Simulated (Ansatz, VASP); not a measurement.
As in VASP and in Ansatz

```
As
1.0
     0.00000    1.69070    1.69070
     1.69070    0.00000    1.69070
     1.69070    1.69070    0.00000
As
1
Cartesian
  0.0000 0.0000 0.0000
```

Change from the starting cell: volume scaled by 0.5, LAPW.

Alike in both runs: task single point; functional PBE; k mesh 15 × 15 × 15; occupations fermi-dirac, width 0.05 eV; no spin polarisation.

```csv
,VASP,Ansatz
version,VASP 6.6.1,Ansatz 0.2.0
potentials or method,"VASP PAW PBE potentials, release 64 (As), cutoff 520 eV","all-electron LAPW, scalar-relativistic"
```

|  | VASP | Ansatz | Ansatz less VASP |
| --- | --- | --- | --- |
| pressure (GPa) | 251.7 | 243.1 | -8.64 |

Ansatz ran all-electron here, so the differences hold the error of VASP's frozen core and of both bases.

Caveats: the cell as given lies far from equilibrium; so large a pressure means that the cell lies far from this level's equilibrium, or that cutoff or potentials fall short (VASP).
